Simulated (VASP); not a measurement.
# Zr (P6_3/mmc) in VASP: notebook, part 2 of 2

VASP 6.6.1. Earlier steps stand in the parts before.

## 3. Relaxation of cell and atoms, PBE+D3(BJ)

This run uses another cell than the first one, of 23.28 Å³/atom, 1.035 times its volume.

File INCAR:

```
  ALGO = Normal
  EDIFF = 1E-6
  EDIFFG = -0.01
  ENCUT = 600
  GGA = PE
  IBRION = 2
  ISIF = 3
  ISMEAR = 1
  IVDW = 12
  LASPH = True
  LCHARG = False
  LREAL = False
  LWAVE = False
  NELM = 80
  NSW = 90
  PREC = Accurate
  SIGMA = 0.1
```

File KPOINTS:

```
k-points
0
Gamma
  15 15 9
```

File POSCAR:

```
Zr
1.0
    3.2320000000      0.0000000000      0.0000000000
   -1.6160000000      2.7989941050      0.0000000000
    0.0000000000      0.0000000000      5.1470000000
Zr
2
Direct
    0.3333333333      0.6666666667      0.2500000000
    0.6666666667      0.3333333333      0.7500000000
```

Potentials or basis: VASP PAW PBE potentials, release 64 (Zr_sv).

On the command line:

```
> cat potpaw_PBE.64/Zr_sv/POTCAR > POTCAR
> mpirun -np 1 vasp_std > vasp.out
```

OUTCAR:

```text
EDIFF = 1E-6
   EDIFFG = -0.01
   ENCUT = 600
   GGA = PE
   IBRION = 2
   ISIF = 3
   ISMEAR = 1
   IVDW = 12
   LASPH = True
   LREAL = False
   NELM = 80
   NSW = 90
   PREC = Accurate
 IVDW          = 12

 ion  position               nearest neighbor table
   1  0.333  0.667  0.250-   2 3.18   2 3.18   2 3.18   2 3.18   2 3.18   2 3.18
   2  0.667  0.333  0.750-   1 3.18   1 3.18   1 3.18   1 3.18   1 3.18   1 3.18

  LATTYP: Found a hexagonal cell.
 ALAT       =     3.2320000000
 C/A-ratio  =     1.5925123762

  Lattice vectors:

 A1 = (   3.2320000000,   0.0000000000,   0.0000000000)
 A2 = (  -1.6160000000,   2.7989941050,   0.0000000000)
 A3 = (   0.0000000000,   0.0000000000,   5.1470000000)

Analysis of symmetry for initial positions (statically):
=====================================================================
 Subroutine PRICEL returns:
 Original cell was already a primitive cell.

 Routine SETGRP: Setting up the symmetry group for a
 hexagonal supercell.

 Subroutine GETGRP returns: Found 24 space group operations
 (whereof 12 operations were pure point group operations)
 out of a pool of 24 trial point group operations.

The static configuration has the point symmetry D_3d.
 The point group associated with its full space group is D_6h.

Analysis of symmetry for dynamics (positions and initial velocities):
=====================================================================
 Subroutine PRICEL returns:
 Original cell was already a primitive cell.

 Routine SETGRP: Setting up the symmetry group for a
 hexagonal supercell.

 Subroutine GETGRP returns: Found 24 space group operations
 (whereof 12 operations were pure point group operations)
 out of a pool of 24 trial point group operations.

The dynamic configuration has the point symmetry D_3d.
 The point group associated with its full space group is D_6h.

 Subroutine INISYM returns: Found 24 space group operations
 (whereof 12 operations are pure point group operations),
 and found     1 'primitive' translations

----------------------------------------------------------------------------------------

                                     Primitive cell

  volume of cell :      46.5616

  direct lattice vectors                    reciprocal lattice vectors
     3.232000000  0.000000000  0.000000000     0.309405941  0.178635603  0.000000000
    -1.616000000  2.798994105  0.000000000     0.000000000  0.357271206  0.000000000
     0.000000000  0.000000000  5.147000000     0.000000000  0.000000000  0.194287935

  length of vectors
     3.232000000  3.232000000  5.147000000     0.357271206  0.357271206  0.194287935

  position of ions in fractional coordinates (direct lattice)
     0.333333333  0.666666667  0.250000000
     0.666666667  0.333333333  0.750000000

  ion indices of the primitive-cell ions
   primitive index   ion index
                 1           1
                 2           2

----------------------------------------------------------------------------------------

 KPOINTS: k-points

Automatic generation of k-mesh.
 Grid dimensions read from file:
 generate k-points for:   15   15    9

 Generating k-lattice:

  Cartesian coordinates                     Fractional coordinates (reciprocal lattice)
     0.020627063  0.011909040  0.000000000     0.066666667  0.000000000  0.000000000
     0.000000000  0.023818080  0.000000000     0.000000000  0.066666667  0.000000000
     0.000000000  0.000000000  0.021587548     0.000000000  0.000000000  0.111111111

  Length of vectors
     0.023818080  0.023818080  0.021587548

  Shift w.r.t. Gamma in fractional coordinates (k-lattice)
     0.000000000  0.000000000  0.000000000

 Subroutine IBZKPT returns following result:
 ===========================================

 Found    135 irreducible k-points:

 Following reciprocal coordinates:
            Coordinates               Weight
  0.000000  0.000000  0.000000      1.000000
  0.066667 -0.000000  0.000000      6.000000
  0.133333 -0.000000  0.000000      6.000000
  0.200000 -0.000000  0.000000      6.000000
  0.266667 -0.000000  0.000000      6.000000
  0.333333  0.000000  0.000000      6.000000
[... 16 lines left out ...]
  0.333333  0.200000  0.000000     12.000000
  0.400000  0.200000  0.000000      6.000000
 [... further k-points ...]
   k-points           NKPTS =    135   k-points in BZ     NKDIM =    135   number of bands    NBANDS=     16
   number of dos      NEDOS =    301   number of ions     NIONS =      2
   total plane-waves  NPLWV =  32928
   dimension x,y,z NGX =    28 NGY =   28 NGZ =   42
   dimension x,y,z NGXF=    56 NGYF=   56 NGZF=   84
   ions per type =               2
   NGX,Y,Z   is equivalent  to a cutoff of  14.40, 14.40, 13.57 a.u.
   NGXF,Y,Z  is equivalent  to a cutoff of  28.80, 28.80, 27.13 a.u.
 SYSTEM =  unknown system
   PREC   = accura    normal or accurate (medium, high low for compatibility)
   ISTART =      0    job   : 0-new  1-cont  2-samecut
   ICHARG =      2    charge: 1-file 2-atom 10-const
   ISPIN  =      1    spin polarized calculation?
   LNONCOLLINEAR =      F non collinear calculations
   LSORBIT =      F    spin-orbit coupling
   LASPH  =      T    aspherical Exc in radial PAW
   ENCUT  =  600.0 eV  44.10 Ry    6.64 a.u.   6.46  6.46 10.28*2*pi/ulx,y,z
   NELM   =     80;   NELMIN=  2; NELMDL= -5     # of ELM steps
   EDIFF  = 0.1E-05   stopping-criterion for ELM
   LREAL  =      F    real-space projection
   EDIFFG = -.1E-01   stopping-criterion for IOM
   NSW    =     90    number of steps for IOM
   IBRION =      2    ionic relax: 0-MD 1-quasi-New 2-CG
   NFREE  =      1    steps in history (QN), initial steepest desc. (CG)
   ISIF   =      3    stress and relaxation
   ISYM   =      2    0-nonsym 1-usesym 2-fastsym
   POTIM  = 0.5000    time-step for ionic-motion
   TEBEG  =    0.0;   TEEND  =   0.0 temperature during run
   PSTRESS=    0.0 pullay stress
   NELECT =      24.0000    total number of electrons
   NUPDOWN=      -1.0000    fix difference up-down
   EMIN   =  10.00;   EMAX   =-10.00  energy-range for DOS
   EFERMI =   0.00;   METHOD = LEGACY
   ISMEAR =     1;   SIGMA  =   0.10  broadening in eV -4-tet -1-fermi 0-gaus
   EFERMI_NEDOS =   21; number of points for ismear=-14 and -15
   IALGO  =     38    algorithm
   IMIX   =      4    mixing-type and parameters
     AMIX     =   0.40;   BMIX     =  1.00
     AMIX_MAG =   1.60;   BMIX_MAG =  1.00
  volume/ion in A,a.u.               =      23.28       157.11
  Fermi-wavevector in a.u.,A,eV,Ry     =   1.312611  2.480475 23.442130  1.722948
  Thomas-Fermi vector in A             =   2.442991
   LORBIT       =      0    0 simple, 1 ext, 2 COOP (PROOUT), +10 PAW based schemes
   GGA     = PE    functional components
   LHFCALC =     F    Hartree Fock is set to
   AEXX    =    0.0000 exact exchange contribution
   IVDW    =    12    specifies the selected vdW correction
   LEPSILON=     F    determine dielectric tensor
   LRPA    =     F    only Hartree local field effects (RPA)
 conjugate gradient relaxation of ions
 non-spin polarized calculation
 Methfessel and Paxton  Order N= 1 SIGMA  =   0.10
  energy-cutoff  :      600.00
  volume of cell :       46.56
 maximum number of plane-waves:      1573
 NGX is ok and might be reduce to    28
   NGX = 13   NGY = 13   NGZ = 21

--------------------------------------- Ionic step        1  -------------------------------------------

 number of electron      24.0000000 magnetization

 Free energy of the ion-electron system (eV)
  ---------------------------------------------------
  ext. energy  EPLUGINS =         0.00000000
  ---------------------------------------------------
  free energy    TOTEN  =       -17.04295020 eV

  energy without entropy =      -17.04506678  energy(sigma->0) =      -17.04365573

------------------------ aborting loop because EDIFF is reached ----------------------------------------

 Edisp (eV)   -1.05655

 E8    (eV) :    -0.5424
[... 191 lines left out ...]
--------------------------------------- Ionic step        6  -------------------------------------------

 number of electron      24.0000000 magnetization

 Free energy of the ion-electron system (eV)
  ---------------------------------------------------
  ext. energy  EPLUGINS =         0.00000000
  ---------------------------------------------------
  free energy    TOTEN  =       -17.02000866 eV

  energy without entropy =      -17.02187435  energy(sigma->0) =      -17.02063056

 E-fermi :   9.4237     XC(G=0): -11.2459

 val. band max:        9.4086306389   @ k =   0.3333   0.3333   0.4444
 cond. band min:       9.4286290828   @ k =   0.2000   0.1333   0.4444
 fundamental gap:      0.0199984439
 Fermi energy:         9.4236932956

 k-point     1 :       0.0000    0.0000    0.0000
  band No.  band energies     occupation
      1     -39.3747      2.00000
      2     -39.2004      2.00000
      3     -17.9573      2.00000
      4     -16.9833      2.00000
      5     -16.9833      2.00000
      6     -16.8458      2.00000
[... 433 lines left out ...]
      3     -17.6955      2.00000
      4     -17.5129      2.00000
      5     -17.3989      2.00000
      6     -17.3665      2.00000
[... 8 lines left out ...]
     15      11.0536     -0.00000
     16      13.7501      0.00000

 [... further k-points ...]

------------------------ aborting loop because EDIFF is reached ----------------------------------------

 Edisp (eV)   -1.09673

 E8    (eV) :    -0.5633
[... 25 lines left out ...]
  FREE ENERGIE OF THE ION-ELECTRON SYSTEM (eV)
  ---------------------------------------------------
  free  energy   TOTEN  =       -18.1167424136 eV

  energy  without entropy=      -18.1186081035  energy(sigma->0) =      -18.11736431

 reached required accuracy - stopping structural energy minimisation
```

OSZICAR:

```text
N       E                     dE             d eps       ncg     rms          rms(c)
DAV:   1     0.237630271619E+03    0.23763E+03   -0.14544E+04  4320   0.165E+03
DAV:   2    -0.182458600141E+01   -0.23945E+03   -0.23713E+03  5352   0.438E+02
[... 47 lines left out ...]
   5 F= -.18116707E+02 E0= -.18117329E+02  d E =-.320998E-03
       N       E                     dE             d eps       ncg     rms          rms(c)
DAV:   1    -0.170203540484E+02   -0.26642E-03   -0.22859E-02  4320   0.143E+00    0.106E-01
DAV:   2    -0.170200889781E+02    0.26507E-03   -0.68362E-04  5008   0.212E-01    0.511E-02
DAV:   3    -0.170200077633E+02    0.81215E-04   -0.32335E-04  5952   0.132E-01    0.869E-03
DAV:   4    -0.170200086616E+02   -0.89833E-06   -0.50966E-06  4512   0.222E-02
   6 F= -.18116742E+02 E0= -.18117364E+02  d E =-.356808E-03
```

CONTCAR:

```text
Zr
   1.00000000000000
     3.1860794541680968    0.0000000000000000    0.0000000000000000
    -1.5930397270840484    2.7592257457552547   -0.0000000000000000
     0.0000000000000000    0.0000000000000000    5.1105948691115950
  Zr
     2
Direct
     0.3333333332999970    0.6666666667000030    0.2500000000000000
     0.6666666667000030    0.3333333332999970    0.7500000000000000

  0.00000000E+00  0.00000000E+00  0.00000000E+00
  0.00000000E+00  0.00000000E+00  0.00000000E+00
```

Run time: 3.3 min. Hardware: 1 thread of Intel Xeon 6975P-C (Granite Rapids), shared host; peak memory 0.27 GiB.

What came out:

- Free energy: -18.1167 eV
- Relaxed volume: 22.46 Å³/atom
- Relaxed cell: a = 3.186 Å, b = 3.186 Å, c = 5.111 Å, α = 90.00°, β = 90.00°, γ = 120.00°
- Space group after relaxing (to 0.05 Å): P6_3/mmc (No. 194)
- Energy gained by relaxing: 8.6 meV/atom
- Ionic steps: 6
- Pressure after relaxing: 0.0 GPa
- Band gap on the k mesh: none (metal or under the smearing width)
- Dispersion energy per atom: -0.548 eV

Step by step:
| step | energy change (eV) | largest force (eV/Å) | pressure (GPa) | volume (Å³) |
| --- | --- | --- | --- | --- |
| 1 | 0.0000 | 0.0000 | -3.28 | 46.56 |
| 2 | 0.0004 | 0.0000 | 3.67 | 43.42 |
| 3 | -0.0169 | 0.0000 | 0.00 | 44.97 |
| 4 | -0.0169 | 0.0000 | 0.06 | 44.94 |
| 5 | -0.0172 | 0.0000 | 0.05 | 44.93 |
| 6 | -0.0172 | 0.0000 | 0.05 | 44.93 |

Final structure:
```cif
data_structure
_symmetry_space_group_name_H-M 'P 1'
_symmetry_Int_Tables_number 1
_cell_length_a 3.1861
_cell_length_b 3.1861
_cell_length_c 5.1106
_cell_angle_alpha 90.000
_cell_angle_beta 90.000
_cell_angle_gamma 120.000
_cell_volume 44.93
loop_
_atom_site_label
_atom_site_type_symbol
_atom_site_fract_x
_atom_site_fract_y
_atom_site_fract_z
_atom_site_occupancy
Zr1 Zr 0.33333 0.66667 0.25000 1
Zr2 Zr 0.66667 0.33333 0.75000 1
```

Caveat: pairwise dispersion overbinds metals, which lowers pressure and volume.

## 4. Relaxation of cell and atoms, PBE+D3(BJ)

Edit INCAR of step 3 so:

```diff
@@ -1,4 +1,4 @@
   ALGO = Normal
-  EDIFF = 1E-6
-  EDIFFG = -0.01
+  EDIFF = 1E-7
+  EDIFFG = -0.005
   ENCUT = 600
```

KPOINTS is that of step 3.

File POSCAR:

```
Zr                                      
1.0
    3.1860794542      0.0000000000      0.0000000000
   -1.5930397271      2.7592257458     -0.0000000000
    0.0000000000      0.0000000000      5.1105948691
  Zr            
     2
Direct
     0.3333333332999970    0.6666666667000030    0.2500000000000000
     0.6666666667000030    0.3333333332999970    0.7500000000000000
```

On the command line:

```
> cat potpaw_PBE.64/Zr_sv/POTCAR > POTCAR
> mpirun -np 1 vasp_std > vasp.out
```

It took 1.8 min on 1 thread of Intel Xeon 6975P-C (Granite Rapids), shared host; peak memory 0.26 GiB.

Results (log left out):

```
Free energy                            : -18.1162 eV
Relaxed volume                         : 22.47 Å³/atom
Relaxed cell                           : a = 3.186 Å, b = 3.186 Å, c = 5.111 Å, α = 90.00°, β = 90.00°, γ = 120.00°
Space group after relaxing (to 0.05 Å) : P6_3/mmc (No. 194)
Energy gained by relaxing              : 0.0 meV/atom
Ionic steps                            : 3
Pressure after relaxing                : 0.0 GPa
Band gap on the k mesh                 : none (metal or under the smearing width)
Dispersion energy per atom             : -0.548 eV
```

Final structure:
```
Zr
1.0
     3.18633    0.00000    0.00000
    -1.59316    2.75944    0.00000
     0.00000    0.00000    5.11123
Zr
2
Direct
  0.33333 0.66667 0.25000
  0.66667 0.33333 0.75000
```

Levels at points of the mesh, in eV from the Fermi level:
| k point | band 8 | band 9 | band 10 | band 11 | band 12 | band 13 | band 14 | band 15 | band 16 |
| --- | --- | --- | --- | --- | --- | --- | --- | --- | --- |
| (0.00, 0.00, 0.00) | -26.26 | -5.74 | -3.16 | 0.85 | 0.85 | 0.94 | 1.23 | 1.56 | 1.56 |

Caveat: pairwise dispersion overbinds metals, which lowers pressure and volume.

## 5. Relaxation of cell and atoms, r2SCAN

This run uses another cell than the first one, of 23.28 Å³/atom, 1.035 times its volume.

File INCAR:

```
  PREC = Accurate
  ENCUT = 600
  EDIFF = 1E-6
  ISMEAR = 1
  SIGMA = 0.1
  LREAL = F
  LASPH = T
  NELM = 80
  ALGO = Normal
  ISIF = 3
  LWAVE = F
  LCHARG = F
  METAGGA = R2SCAN
  LMIXTAU = T
  IBRION = 2
  NSW = 90
  EDIFFG = -0.01
```

File KPOINTS:

```
regular mesh
0
Gamma
  15 15 9
```

File POSCAR:

```
Zr
1.0
    3.2320000000      0.0000000000      0.0000000000
   -1.6160000000      2.7989941050      0.0000000000
    0.0000000000      0.0000000000      5.1470000000
Zr
2
Direct
    0.3333333333      0.6666666667      0.2500000000
    0.6666666667      0.3333333333      0.7500000000
```

On the command line:

```
> cat potpaw_PBE.64/Zr_sv/POTCAR > POTCAR
> mpirun -np 1 vasp_std > vasp.out
```

Wall time 16 min (1 thread of Intel Xeon Platinum 8559C (Emerald Rapids), shared host); peak memory 0.25 GiB.

Results (log left out):

```yaml
Free_energy: -45.5018 eV
Relaxed_volume: 23.49 Å³/atom
Relaxed_cell: a = 3.246 Å, b = 3.246 Å, c = 5.148 Å, α = 90.00°, β = 90.00°, γ = 120.00°
Space_group_after_relaxing_to_0.05_Å: P6_3/mmc (No. 194)
Energy_gained_by_relaxing: 0.7 meV/atom
Ionic_steps: 5
Pressure_after_relaxing: 0.0 GPa
Band_gap_on_the_k_mesh: none (metal or under the smearing width)
```

Stress tensor (GPa, compression positive):
```
 0.03  0.00  0.00
 0.00  0.03  0.00
 0.00  0.00 -0.06
```

The path:
```
step  energy change (eV)  largest force (eV/Å)  pressure (GPa)  volume (Å³)
   1              0.0000                0.0000            0.85        46.56
   2             -0.0002                0.0000           -0.87        47.40
   3             -0.0012                0.0000           -0.06        46.99
   4             -0.0012                0.0000           -0.04        46.98
   5             -0.0013                0.0000            0.00        46.97
```

Final structure:
```
Zr
1.0
     3.24600    0.00000    0.00000
    -1.62300    2.81112    0.00000
     0.00000    0.00000    5.14766
Zr
2
Direct
  0.33333 0.66667 0.25000
  0.66667 0.33333 0.75000
```

Levels at points of the mesh, in eV from the Fermi level:
| k point | band 10 | band 11 | band 12 | band 13 | band 14 | band 15 |
| --- | --- | --- | --- | --- | --- | --- |
| (0.00, 0.00, 0.00) | -3.19 | 0.95 | 0.95 | 1.02 | 1.16 | 1.70 |

Caveat: the PAW data sets were made with another functional, which shifts forces and pressure a little.

## 6. Relaxation of cell and atoms, r2SCAN

This run uses another cell than the first one, of 23.49 Å³/atom, 1.044 times its volume.

Edit INCAR of step 5 so:

```diff
@@ -2,3 +2,3 @@
   ENCUT = 600
-  EDIFF = 1E-6
+  EDIFF = 1E-7
   ISMEAR = 1
@@ -16,2 +16,2 @@
   NSW = 90
-  EDIFFG = -0.01
+  EDIFFG = -0.005
```

KPOINTS is that of step 5.

File POSCAR:

```
Zr                                      
1.0
    3.2460023112      0.0000000000      0.0000000000
   -1.6230011556      2.8111204622      0.0000000000
   -0.0000000000      0.0000000000      5.1476576257
  Zr            
     2
Direct
     0.3333333332999970    0.6666666667000030    0.2500000000000000
     0.6666666667000030    0.3333333332999970    0.7500000000000000
```

Potentials or basis: VASP PAW PBE potentials, release 64 (Zr_sv).

On the command line:

```
> cat potpaw_PBE.64/Zr_sv/POTCAR > POTCAR
> mpirun -np 1 vasp_std > vasp.out
```

Run time: 8.9 min. Hardware: 1 thread of Intel Xeon Platinum 8559C (Emerald Rapids), shared host; peak memory 0.27 GiB.

Results (log left out):

```
Free energy               : -45.5018 eV
Energy gained by relaxing : 0.0 meV/atom
Ionic steps               : 2
Pressure after relaxing   : 0.0 GPa
Band gap on the k mesh    : none (metal or under the smearing width)
```

Final structure:
```
Zr
1.0
     3.24674    0.00000    0.00000
    -1.62337    2.81176    0.00000
     0.00000    0.00000    5.14525
Zr
2
Direct
  0.33333 0.66667 0.25000
  0.66667 0.33333 0.75000
```

Levels at points of the mesh, in eV from the Fermi level:
```tsv
k point	band 8	band 9	band 10	band 11	band 12	band 13	band 14	band 15	band 16
(0.00, 0.00, 0.00)	-27.40	-6.01	-3.19	0.95	0.95	1.02	1.16	1.70	1.70
```

Caveat: the PAW data sets were made with another functional, which shifts forces and pressure a little.

## 7. Summary

```tsv
level	gap on the mesh (eV)	pressure (GPa)	relaxed volume (Å³/atom)
PBEsol	none	0.0	22.50
PBE+D3(BJ)	none	0.0	22.47
r2SCAN	none	0.0	23.49
```

Alike in all rows: task relaxation of cell and atoms; potentials or basis VASP PAW PBE potentials, release 64 (Zr_sv); no spin polarisation; cell relaxed; k mesh 15 × 15 × 9; cutoff (eV) 600; smearing methfessel-paxton 0.1 eV.

Caveats: the PAW data sets were made with another functional, which shifts forces and pressure a little (some runs); pairwise dispersion overbinds metals, which lowers pressure and volume (some runs).

Total energies depend on the potentials used, so only differences within one code and one set of settings carry meaning.
